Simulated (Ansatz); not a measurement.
Crystal: Sn.

```
CELL_PARAMETERS angstrom
0.00000 3.23334 3.23334
3.23334 0.00000 3.23334
3.23334 3.23334 0.00000
ATOMIC_POSITIONS crystal
Sn 0.75000 0.75000 0.75000
Sn 0.50000 0.50000 0.50000
```

This isn't the form of Sn at room conditions, which is tetragonal (white tin).

Program: Ansatz 0.2.0. Alike in all runs: task projected density of states; potentials or basis Ansatz PAW; no spin polarisation; cell as given; k mesh 4 × 4 × 4; smearing fermi-dirac 0.05 eV; the mesh is coarse, so values aren't converged. Hardware: 2 threads of Arm Neoverse V1, on a shared host.

Q: Order these runs on this cell by their wall time, lowest first.
A. level LDA; cutoff (eV) 420
B. level HSE06; cutoff (eV) 420
C. level r2SCAN; cutoff (eV) 500

A: A (0.99 s), C (2.5 s), B (11 s).

Caveats: all runs use coarse meshes; the density of states is complete only up to the lowest level of the last band computed.

Runs at the PBE level aren't shown here.
